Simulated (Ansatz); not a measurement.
Reactions of C$_{10}$H$_{20}$ (`CCCCCC1CCCC1`).

Program: Ansatz. Geometries: PBE0-D4/def2-TZVP. ΔE: electronic, gas phase. CCSD(T)/CBS is the MP2 limit (def2-TZVPP, def2-QZVPP) plus CCSD(T) − MP2 in def2-TZVPP, frozen cores. This one scheme is used for every species, atoms too. For atomizations the MP2-based limit and the directly extrapolated one differ by several kJ/mol either way, and by 10 to 25 for some Ge, Se and Sn compounds, so smaller differences from it don't rank the levels. DFT in def2-TZVPP. Open shells (•) are unrestricted, without spin–orbit coupling. Spin–orbit coupling would lower the free atoms: a little for C. Bonds to Br are less sure, by a few kJ/mol each and by 10 to 20 or more in all where they break to atoms, as the def2 sets lack core-valence functions. Scalar relativity is left out up to krypton. Each species was taken in one conformer, which may not be the lowest.

| reaction | B2PLYP (kJ/mol) | CCSD/CBS(def2) (kJ/mol) | PBE-D4 (kJ/mol) | CCSD(T)/CBS(def2) (kJ/mol) |
| --- | --- | --- | --- | --- |
| `CCCCCC1CCCC1` + `CCCCCS` → `CCCCCSCCCCC` + `C1CCCC1` | 5 | 8 | -1 | 6 |
| `CCCCCC1CCCC1` + `CCC=O` → `CCCCC(=O)CC` + `CC1CCCC1` | -34 | -31 | -33 | -31 |
| `CCCCCC1CCCC1` → 10 C• + 20 H• | 12162 | 12136 | 12519 | 12282 |
| `CCCCCC1CCCC1` + CH₄ → `CCC1CCCC1` + `CCCC` | -2 | 2 | 3 | 5 |
| `CCCCCC1CCCC1` + `CCCCO` → `CCCCOCCCC` + `CC1CCCC1` | 23 | 32 | 27 | 33 |
| `CCCCCC1CCCC1` + CH₃SH → `CSC1CCCC1` + `CCCCC` | -9 | -3 | -10 | -4 |
| `CCCCCC1CCCC1` + HBr → `BrC1CCCC1` + `CCCCC` | -7 | 2 | -2 | 3 |
| `CCCCCC1CCCC1` + `CCCS` → `CCCSCCC` + `CCC1CCCC1` | -7 | -2 | -6 | -3 |
| `CCCCCC1CCCC1` + `[OH][AlH2]` → `CCC[O][AlH2]` + `CCC1CCCC1` | 33 | 43 | 36 | 45 |
| `CCCCCC1CCCC1` + H₂S → `CCCCCS` + `C1CCCC1` | 5 | 13 | 6 | 14 |

Largest T1 diagnostic: 0.013, for `CCC=O`.
